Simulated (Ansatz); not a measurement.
# Zr started on a Si site in alpha-quartz SiO2, 72 atoms, charge −1

Wanted: geometry, formation energy and gap levels of the defect, compared across PBEsol and HSE06.

Method: density functional theory in Ansatz 0.2.0, PAW datasets, plane waves.

**1. Starting point**

72 atoms (23 Si, 1 Zr, 48 O); a = 9.902 Å, b = 9.902 Å, c = 10.886 Å, α = 90.00°, β = 90.00°, γ = 120.00°. All atoms were shaken off their sites by about 0.02 Å along each axis; atoms next to an added one may be pushed further to make room. Defect site 1: (0.265, 0.265, 0.500). Starting moments add up to 1 μB.

Steps to follow: (2) PBEsol relaxation at the single k point (¼, ¼, ¼), on 1 × NVIDIA GB300 Max-Q with 8 threads of Arm Neoverse-V2; (3) HSE06 relaxation at the single k point (¼, ¼, ¼), on 1 × NVIDIA GB300 Max-Q with 8 threads of Arm Neoverse-V2.

**2. Relaxing the atoms with PBEsol**

Input file in.yaml:

```yaml
crystal:
  lattice:
    - [9.901639, 0.000000, 0.000000]
    - [-4.950819, 8.575071, 0.000000]
    - [0.000000, 0.000000, 10.885880]
  atoms:
    - { symbol: Si, position: [0.237037, 0.998622, 0.168642] }
    - { symbol: Si, position: [0.236954, 0.999556, 0.670490] }
    - { symbol: Si, position: [0.239264, 0.502410, 0.163692] }
    - { symbol: Si, position: [0.236640, 0.501965, 0.668170] }
    - { symbol: Si, position: [0.734302, 0.998679, 0.169453] }
    - { symbol: Si, position: [0.734823, 0.999197, 0.665408] }
    - { symbol: Si, position: [0.735890, 0.497160, 0.167589] }
    - { symbol: Si, position: [0.732504, 0.495813, 0.664283] }
    - { symbol: Si, position: [0.004483, 0.235923, 0.330817] }
    - { symbol: Si, position: [0.005694, 0.238128, 0.832995] }
    - { symbol: Si, position: [0.000188, 0.733536, 0.332932] }
    - { symbol: Si, position: [0.000151, 0.734017, 0.833412] }
    - { symbol: Si, position: [0.499085, 0.236814, 0.337190] }
    - { symbol: Si, position: [0.500334, 0.232533, 0.835102] }
    - { symbol: Si, position: [0.499745, 0.736779, 0.335535] }
    - { symbol: Si, position: [0.500646, 0.737801, 0.832121] }
    - { symbol: Si, position: [0.261891, 0.262772, 0.998244] }
    - { symbol: Si, position: [0.269751, 0.769306, 0.000154] }
    - { symbol: Si, position: [0.262253, 0.766315, 0.503140] }
    - { symbol: Si, position: [0.768427, 0.267067, 0.001338] }
    - { symbol: Si, position: [0.765358, 0.264446, 0.498185] }
    - { symbol: Si, position: [0.765465, 0.767261, 0.001032] }
    - { symbol: Si, position: [0.764275, 0.762418, 0.501582] }
    - { symbol: Zr, position: [0.260405, 0.263210, 0.501175], spin: 0.2 }
    - { symbol: O, position: [0.203100, 0.131256, 0.107444] }
    - { symbol: O, position: [0.208130, 0.136434, 0.606701], spin: 0.2 }
    - { symbol: O, position: [0.211412, 0.639632, 0.106224] }
    - { symbol: O, position: [0.205429, 0.632314, 0.605456] }
    - { symbol: O, position: [0.704456, 0.135204, 0.104524] }
    - { symbol: O, position: [0.704335, 0.130444, 0.608651] }
    - { symbol: O, position: [0.705930, 0.636182, 0.106232] }
    - { symbol: O, position: [0.699322, 0.627977, 0.607251] }
    - { symbol: O, position: [0.367145, 0.070721, 0.273720] }
    - { symbol: O, position: [0.369991, 0.074007, 0.771900] }
    - { symbol: O, position: [0.368587, 0.574374, 0.273623] }
    - { symbol: O, position: [0.365442, 0.569933, 0.771199] }
    - { symbol: O, position: [0.868946, 0.074552, 0.276598] }
    - { symbol: O, position: [0.866335, 0.070719, 0.772673] }
    - { symbol: O, position: [0.868334, 0.576137, 0.274369] }
    - { symbol: O, position: [0.867095, 0.572899, 0.772681] }
    - { symbol: O, position: [0.423355, 0.293984, 0.439495], spin: 0.2 }
    - { symbol: O, position: [0.426001, 0.293212, 0.939797] }
    - { symbol: O, position: [0.424133, 0.790900, 0.441550] }
    - { symbol: O, position: [0.431611, 0.797437, 0.938497] }
    - { symbol: O, position: [0.925185, 0.292406, 0.438871] }
    - { symbol: O, position: [0.924477, 0.292545, 0.938310] }
    - { symbol: O, position: [0.928814, 0.794823, 0.442825] }
    - { symbol: O, position: [0.927289, 0.792305, 0.938549] }
    - { symbol: O, position: [0.132983, 0.208703, 0.393319], spin: 0.2 }
    - { symbol: O, position: [0.128406, 0.202566, 0.893742] }
    - { symbol: O, position: [0.137600, 0.705873, 0.392276] }
    - { symbol: O, position: [0.136227, 0.707952, 0.893552] }
    - { symbol: O, position: [0.633343, 0.205118, 0.393947] }
    - { symbol: O, position: [0.635469, 0.207762, 0.892153] }
    - { symbol: O, position: [0.637184, 0.713136, 0.393479] }
    - { symbol: O, position: [0.634585, 0.705532, 0.893999] }
    - { symbol: O, position: [0.073459, 0.365227, 0.228927] }
    - { symbol: O, position: [0.071588, 0.367189, 0.727383] }
    - { symbol: O, position: [0.070500, 0.863110, 0.225547] }
    - { symbol: O, position: [0.075013, 0.871211, 0.724421] }
    - { symbol: O, position: [0.572500, 0.369314, 0.225891] }
    - { symbol: O, position: [0.573428, 0.367008, 0.725835] }
    - { symbol: O, position: [0.574626, 0.866633, 0.226263] }
    - { symbol: O, position: [0.572802, 0.864505, 0.726508] }
    - { symbol: O, position: [0.292268, 0.429939, 0.058868] }
    - { symbol: O, position: [0.297176, 0.432055, 0.557372], spin: 0.2 }
    - { symbol: O, position: [0.292373, 0.927840, 0.062619] }
    - { symbol: O, position: [0.296255, 0.931272, 0.557125] }
    - { symbol: O, position: [0.793647, 0.426458, 0.062709] }
    - { symbol: O, position: [0.794018, 0.427785, 0.560691] }
    - { symbol: O, position: [0.789859, 0.925097, 0.056918] }
    - { symbol: O, position: [0.794690, 0.928527, 0.560423] }
  symmetry: { detect: false }
kpoints:
  mp_grid: { grid: [1, 1, 1], shift: [0.25, 0.25, 0.25] }
hamiltonian:
  xc: pbesol
total_charge: -1
magnetization:
  spin_polarized: true
scf:
  occupations: { method: fermi_dirac, width: 0.01 }
relax:
  f_tol: 0.03
  max_steps: 80
  escape_saddle: false
  adjacent_minimum: "off"
output:
  forces: true
  eigenvalues: true
  populations: true
  charged_corrections: { epsilon: 4.5 }
```

Run with:

```bash
> ansatz run in.yaml --threads 8 --pin off --max-ram 118750MiB --runs-dir r --events-out ev --progress --plain --backend cuda --devices 0,
```

Further steps of the session: HSE06 relaxation in the fixed cell.

**Question.** What will these runs give? Wanted: for each run, formation energy; host gap; top filled to lowest empty; moment.

As calculated:

| level | time | formation energy (eV) | host gap (eV) | top filled to lowest empty (eV) | moment (μB) |
| --- | --- | --- | --- | --- | --- |
| PBEsol, relaxation | 28 s (GPU) | 5.88 | 5.75 | 0.94 | 1.00 |
| HSE06 (atoms relaxed with HSE06) | 1.7 min (GPU) | - | - | 2.25 | 1.00 |

| quantity | value |
| --- | --- |
| relaxation | 6 recorded steps, 0.19 eV gained |
| largest shift | 0.06 Å (O47) |
| largest local moment | +0.88 μB on Zr |

Relaxation gains 0.19 eV, with shifts up to 0.06 Å (O47). Part of this undoes the random shake of the start. The host's edges were read at Γ, so band-like levels at this k point need not coincide with them. Finite-cell errors of some tenths of an eV remain in such numbers. The dielectric constant of 4.5 in the correction is an assumed value.
